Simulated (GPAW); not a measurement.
Write an ASE script for GPAW 26.7.0 that does the following.

- Task: relaxation of cell and atoms
- Functional: PBEsol
- Dispersion: D3
- Potentials or basis: PAW data sets generated in the run's folder for this functional
- Cutoff: 800 eV
- Basis: pw
- k mesh: 9 × 9 × 8
- Occupations: fermi-dirac, width 0.05 eV
- Spin: no spin polarisation
- Maxiter: 150
- Optimizer: BFGS
- Fmax: 0.02 eV/Å
- Max steps: 60
- Convergence: density=1e-05 forces=0.0001

WC (Qusongite):

```
CELL_PARAMETERS angstrom
2.90650 0.00000 0.00000
-1.45325 2.51710 0.00000
0.00000 0.00000 2.83660
ATOMIC_POSITIONS crystal
W 0.00000 0.00000 0.00000
C 0.66667 0.33333 0.50000
```

The input as run:

run.py

```python
from ase import Atoms
from ase.calculators.mixing import SumCalculator
from ase.filters import FrechetCellFilter
from ase.io import write
from ase.optimize import BFGS
from dftd3.ase import DFTD3
from gpaw import GPAW, PW, setup_paths

setup_paths.insert(0, '.')

atoms = Atoms(['W', 'C'],
              cell=[[2.9065, 0.0, 0.0],
                    [-1.45325, 2.5171028361, 0.0],
                    [0.0, 0.0, 2.8366]],
              scaled_positions=[[0.0, 0.0, 0.0],
                                [0.6666666667, 0.3333333333, 0.5]],
              pbc=True)

calc = GPAW(mode=PW(800),
            xc='PBEsol',
            kpts={'size': (9, 9, 8), 'gamma': True},
            occupations={'name': 'fermi-dirac', 'width': 0.05},
            nbands=19,
            convergence={'density': 1e-05, 'forces': 0.0001},
            maxiter=150,
            txt='gpaw.txt')
atoms.calc = SumCalculator([calc, DFTD3(method='pbesol', damping='d3zero')])
opt = BFGS(FrechetCellFilter(atoms), trajectory='relax.traj', logfile='-')
done = opt.run(fmax=0.02, steps=60)
calc.write('gs.gpw')
write('result.traj', atoms)
print('Converged:', done)
print('Cell:', atoms.cell.cellpar().round(4))
print('Volume:', round(atoms.get_volume(), 4))
print(atoms.get_scaled_positions().round(5))
```

Potentials or basis: PAW data sets generated in the run's folder for this functional, pw.

Launch:

```sh
$ gpaw-setup -f PBEsol C W
$ OMP_NUM_THREADS=1 python run.py
```

It gave:

```
Relaxed volume                         : 10.18 Å³/atom
Relaxed cell                           : a = 2.886 Å, b = 2.886 Å, c = 2.821 Å, α = 90.00°, β = 90.00°, γ = 120.00°
Space group after relaxing (to 0.05 Å) : P-6m2 (No. 187)
Energy gained by relaxing              : 4.6 meV/atom
Ionic steps                            : 5
Pressure after relaxing                : 0.0 GPa
Band gap on the k mesh                 : none (metal or under the smearing width)
Dispersion energy per atom             : -0.292 eV
```

Caveat: later steps reuse the first step's grids; pairwise dispersion overbinds metals, which lowers pressure and volume.

It took 63 s on 1 thread of Arm Neoverse V2, with other jobs on the host, peak memory 0.25 GiB.
